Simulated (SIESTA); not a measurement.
Crystal: GaAs.

```
As Ga
1.0
     0.00000    2.82685    2.82685
     2.82685    0.00000    2.82685
     2.82685    2.82685    0.00000
As Ga
1 1
Direct
  0.75000 0.75000 0.75000
  0.00000 0.00000 0.00000
```

Base run:

* Program: SIESTA 5.4.2
* Functional: PBE
* Potentials or basis: PseudoDojo 0.4 standard (PBE files)
* Basis: TZP (energy shift 0.003 Ry; two zetas on semicore shells)
* Grid cutoff: 800 Ry
* Energy shift: 0.003 Ry
* k mesh: 8 × 8 × 8
* Occupations: fermi-dirac, width 0.05 eV
* Spin: no spin polarisation

Its results: band gap on the k mesh 0.58 eV, direct; pressure 4.2 GPa.

Task: After a change of settings the same cell gave: band gap on the k mesh 0.66 eV, direct; pressure 4.2 GPa. Which change was it?
A. basis from TZP (energy shift 0.003 Ry; two zetas on semicore shells) to DZDP (energy shift 0.003 Ry; two zetas on semicore shells)
B. basis from TZP (energy shift 0.003 Ry; two zetas on semicore shells) to SZ (energy shift 0.003 Ry)
C. basis from TZP (energy shift 0.003 Ry; two zetas on semicore shells) to SZP (energy shift 0.003 Ry)

Result: A.

Caveats: the basis of atomic orbitals isn't converged, which shifts pressures, moduli and gaps.
